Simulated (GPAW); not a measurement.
Set up this calculation in GPAW 26.7.0, as an ASE script.

```yaml
Task: relaxation of cell and atoms
Functional: PW91
Potentials_or_basis: PAW data sets generated in the run's folder for this functional
Cutoff: 600 eV
Basis: pw
k_mesh: 7 × 7 × 4
Occupations: fermi-dirac, width 0.05 eV
Spin: no spin polarisation
Maxiter: 150
Optimizer: BFGS
Fmax: 0.05 eV/Å
Max_steps: 100
Convergence: density=1e-06 energy=1e-06 eigenstates=1e-10
```

The structure of TaS2 lies in TaS2.xyz:

```xyz
3
Lattice="3.3500000000 0.0000000000 0.0000000000 -1.6750000000 2.9011851027 0.0000000000 0.0000000000 0.0000000000 5.8600000000" Properties=species:S:1:pos:R:3 pbc="T T T"
Ta     0.0000000000      0.0000000000      0.0000000000
S      1.6750000002      0.9670617008      4.3950000000
S     -0.0000000002      1.9341234019      1.4650000000
```

One way to write it, as run:

run.py

```python
from ase.filters import FrechetCellFilter
from ase.io import read, write
from ase.optimize import BFGS
from gpaw import GPAW, PW, setup_paths

setup_paths.insert(0, '.')

atoms = read('TaS2.xyz')

calc = GPAW(mode=PW(600),
            xc='GGA_X_PW91+GGA_C_PW91',
            kpts={'size': (7, 7, 4), 'gamma': True},
            occupations={'name': 'fermi-dirac', 'width': 0.05},
            nbands=25,
            convergence={'density': 1e-06, 'energy': 1e-06, 'eigenstates': 1e-10},
            maxiter=150,
            txt='gpaw.txt')
atoms.calc = calc
opt = BFGS(FrechetCellFilter(atoms), trajectory='relax.traj', logfile='-')
done = opt.run(fmax=0.05, steps=100)
calc.write('gs.gpw')
write('result.traj', atoms)
print('Converged:', done)
print('Cell:', atoms.cell.cellpar().round(4))
print('Volume:', round(atoms.get_volume(), 4))
print(atoms.get_scaled_positions().round(5))
```

Potentials or basis: PAW data sets generated in the run's folder for this functional, pw.

Launch:

```console
$ gpaw-setup -f GGA_X_PW91+GGA_C_PW91 S Ta
$ OMP_NUM_THREADS=1 python run.py
```

It gave:

```yaml
Relaxed_volume: 20.96 Å³/atom
Relaxed_cell: a = 3.380 Å, b = 3.380 Å, c = 6.353 Å, α = 90.00°, β = 90.00°, γ = 120.00°
Space_group_after_relaxing_to_0.05_Å: P-3m1 (No. 164)
Energy_gained_by_relaxing: 42.3 meV/atom
Ionic_steps: 10
Pressure_after_relaxing: 0.1 GPa
Largest_force_after_relaxing: 0.017 eV/Å
Band_gap_on_the_k_mesh: none (metal or under the smearing width)
```

Caveat: later steps reuse the first step's grids; this functional lacks dispersion, which binds the layers, so the pressure and a relaxed spacing across them are unreliable; the volume moved by +10 % from the deposited cell, more than functionals usually miss.

Run time: 3.5 min on 1 thread of Arm Neoverse V2 (shared host), peak memory 0.32 GiB.
